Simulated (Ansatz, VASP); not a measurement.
**One calculation of PbO, two programs**

POSCAR

```
PbO
1.0
    3.1472545876      0.0000000000      0.0000000000
    0.0000000000      3.1472545876      0.0000000000
    0.0000000000      0.0000000000      3.1472545876
Pb O
1 1
Direct
    0.0000000000      0.0000000000      0.0000000000
    0.5000000000      0.5000000000      0.5000000000
```

File INCAR.step1:

```
SYSTEM = PbO
PREC = Accurate ; ENCUT = 520
ISMEAR = -1 ; SIGMA = 0.02
LREAL = .False. ; LASPH = .True.
NELM = 100 ; NBANDS = 17
GGA = PE ; ALGO = Normal
EDIFF = 1E-4 ; LWAVE = .True.
LCHARG = .False.
```

The input INCAR.step2:

```
SYSTEM = PbO
PREC = Accurate ; ENCUT = 520
EDIFF = 1E-6 ; ISMEAR = -1
SIGMA = 0.02 ; LREAL = .False.
LASPH = .True. ; NELM = 100
ALGO = Normal ; ISIF = 2
LWAVE = .False. ; LCHARG = .True.
METAGGA = R2SCAN ; LMIXTAU = .True.
LELF = .True. ; LVHAR = .True.
NBANDS = 17 ; ISTART = 1
```

Contents of KPOINTS:

```
Automatic mesh
0
Gamma
  6 6 6
  0 0 0
```

Input for Ansatz:

```yaml
crystal:
  lattice:
    - [3.1472545876, 0.0, 0.0]
    - [0.0, 3.1472545876, 0.0]
    - [0.0, 0.0, 3.1472545876]
  atoms:
    - { symbol: Pb, position: [0.0, 0.0, 0.0] }
    - { symbol: O, position: [0.5, 0.5, 0.5] }
kpoints:
  mp_grid: { grid: [6, 6, 6] }
hamiltonian:
  xc: r2scan
scf:
  occupations: { method: fermi_dirac, width: 0.02 }
  n_extra_bands: 4
output:
  forces: true
  stress: true
  eigenvalues: true
```

Alike in both runs: task single point; functional r2SCAN; k mesh 6 × 6 × 6; occupations fermi-dirac, width 0.02 eV; no spin polarisation.

```csv
,VASP,Ansatz
version,VASP 6.6.1,Ansatz 0.2.0
potentials or method,"VASP PAW PBE potentials, release 64 (Pb_d, O)","plane waves, PAW"
plane-wave cutoff (eV),520,500
valence electrons in the cell,20,20
```

```csv
,VASP,Ansatz,Ansatz less VASP
pressure (GPa),3.7,3.5,-0.21
```

The functional is the same, so the differences come from potentials, cutoffs and numerics.

Caveats: the PAW data sets were made with another functional, which shifts forces and pressure a little (VASP); spin-orbit coupling is left out, which as a rule narrows the gap of such compounds by several tenths of an eV. r2SCAN opens gaps a little over a GGA but as a rule still falls short of measured ones. A k mesh can miss the band edges.
